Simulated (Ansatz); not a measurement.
ZrO2:
```cif
data_O4Zr2
_chemical_formula_sum 'Zr2 O4'
_space_group_name_H-M_alt 'P42/nmc :1'
_space_group_IT_number 137
_space_group_name_Hall 'P 4n 2n -1n'
_cell_length_a 3.58447
_cell_length_b 3.58447
_cell_length_c 5.17879
_cell_angle_alpha 90.000
_cell_angle_beta 90.000
_cell_angle_gamma 90.000
loop_
_space_group_symop_operation_xyz
  'x, y, z'
  '-y+1/2, x+1/2, z+1/2'
  '-x, -y, z'
  'y+1/2, -x+1/2, z+1/2'
  'x+1/2, -y+1/2, -z+1/2'
  '-y, -x, -z'
  '-x+1/2, y+1/2, -z+1/2'
  'y, x, -z'
  '-x+1/2, -y+1/2, -z+1/2'
  'y, -x, -z'
  'x+1/2, y+1/2, -z+1/2'
  '-y, x, -z'
  '-x, y, z'
  'y+1/2, x+1/2, z+1/2'
  'x, -y, z'
  '-y+1/2, -x+1/2, z+1/2'
loop_
_atom_site_label
_atom_site_type_symbol
_atom_site_symmetry_multiplicity
_atom_site_Wyckoff_symbol
_atom_site_fract_x
_atom_site_fract_y
_atom_site_fract_z
_atom_site_occupancy
Zr1 Zr 2 a 0.00000 0.00000 0.00000 1
O1 O 4 d 0.50000 0.00000 0.20115 1
```

Relaxed with PBEsol.

Q: Decompose the optical modes at the zone centre into irreducible representations, and say which are infrared and Raman allowed.

A: Point group 4/mmm: Γ_opt = A1g + A2u + 2B1g + B2u + 3Eg + 2Eu. Infrared: A2u, Eu. Raman: A1g, B1g, Eg.

Q: Assign frequencies (DFPT, the program Ansatz at the PBEsol level (PAW); without the LO–TO term).

A: Eu 115, Eg 133, A1g 282, B1g 304, A2u 328, Eu 434, Eg 437, B1g 585, Eg 635, B2u 639 cm⁻¹.

Subscripts of B labels follow the axes of the standard setting.

Space group P4_2/nmc. This is a known high-temperature phase of the composition, computed here at zero pressure and temperature. The PBEsol relaxation kept the symmetry of its start; its stability against distortions is not shown here. No spin polarisation was allowed.

Potentials: the earlier of the program's two PAW sets. The files were generated under PBE; for other functionals the program regenerates the frozen cores, and for LDA and PBEsol the local potential too.
